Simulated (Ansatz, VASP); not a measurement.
# One calculation of Mo, two programs

INCAR

```
PREC = Accurate
ENCUT = 520
EDIFF = 1E-6
ISMEAR = 0
SIGMA = 0.15
LREAL = F
LASPH = T
NELM = 80
ALGO = Fast
ISIF = 2
LWAVE = F
LCHARG = T
GGA = PE
LELF = T
LVHAR = T
NBANDS = 13
```

Contents of KPOINTS:

```
Automatic mesh
0
Gamma
  22 22 22
```

The input POSCAR:

```
Mo
1.0
    0.0000000000      2.3350248637      1.5871163999
    2.3350248637      0.0000000000      1.5871163999
    2.3350248637      2.3350248637      0.0000000000
Mo
1
Direct
    0.0000000000      0.0000000000      0.0000000000
```

Input for Ansatz:

```yaml
crystal:
  lattice:
    - [0.0, 2.3350248637, 1.5871163999]
    - [2.3350248637, 0.0, 1.5871163999]
    - [2.3350248637, 2.3350248637, 0.0]
  atoms:
    - { symbol: Mo, position: [0.0, 0.0, 0.0] }
basis:
  ecutwfc: 420
kpoints:
  mp_grid: { grid: [22, 22, 22] }
hamiltonian:
  xc: pbe
scf:
  occupations: { method: gaussian, width: 0.15 }
output:
  forces: true
  stress: true
  eigenvalues: true
  write_density: true
  write_potential: true
  elf: true
  volumetric_format: npy
```

Alike in both runs: task single point; functional PBE; k mesh 22 × 22 × 22; occupations gaussian, width 0.15 eV; no spin polarisation.

|  | VASP | Ansatz |
| --- | --- | --- |
| version | VASP 6.6.1 | Ansatz 0.2.0 |
| potentials or method | VASP PAW PBE potentials, release 64 (Mo_sv) | scalar-relativistic, plane waves, PAW |
| plane-wave cutoff (eV) | 520 | 420 |
| valence electrons in the cell | 14 | 14 |

Ansatz gave:

- gap on the k mesh at the Fermi level (eV): none
- pressure (GPa): -19.4
- largest component of the traceless stress (GPa): 6.46

Q: What did VASP give for the same quantities?

A: gap on the k mesh at the Fermi level (eV): none; pressure (GPa): -18.9; largest component of the traceless stress (GPa): 6.45.

A gap of «none» marks a metal or a gap that the smearing closes.

Caveats: so large a pressure means that the cell lies far from this level's equilibrium, or that cutoff or potentials fall short (VASP).
